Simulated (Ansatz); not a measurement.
**Ag under changes of volume**

One of the cells (17.806 Å³/atom); the others are scaled copies at fixed shape and fractional positions:

```
Ag
1.0
     2.93000    0.00000    0.00000
    -1.46500    2.53745    0.00000
     0.00000    0.00000    4.79000
Ag
2
Direct
  0.66667 0.33333 0.75000
  0.33333 0.66667 0.25000
```

This isn't the form of Ag at room conditions, which is fcc.

```yaml
Program: Ansatz 0.2.0
Functional: PBE
Potentials_or_basis: Ansatz PAW
Cutoff: "420 eV (not typed: the program's choice for these potentials)"
k_mesh: 10 × 10 × 6
Occupations: fermi-dirac, width 0.05 eV
Spin: no spin polarisation
```

```tsv
volume (Å³/atom)	energy over the lowest point (meV/atom)	pressure (GPa)
16.738	?	?
17.094	11.88	4.9
17.450	3.55	2.6
17.806	0.00	0.6
18.162	0.62	-1.2
18.518	4.91	-2.7
18.875	12.42	-4.0
```

Task: What does the run at 16.738 Å³/atom give?

Result: Energy over the lowest point 25.65 meV/atom; pressure 7.5 GPa.

Worked out: A Birch-Murnaghan fit of order 3 (a polynomial in V^(-2/3)) to the other rows has its minimum at 17.93 Å³/atom with B0 = V·E''(V) = 90 GPa and B' = 5.7 at fixed shape and positions, which overstates the stiffness. It gives 25.66 meV/atom at 16.738 Å³/atom, against the run's 25.65, and -dE/dV = 7.5 GPa, against 7.5.

Energies are extrapolated to zero smearing.
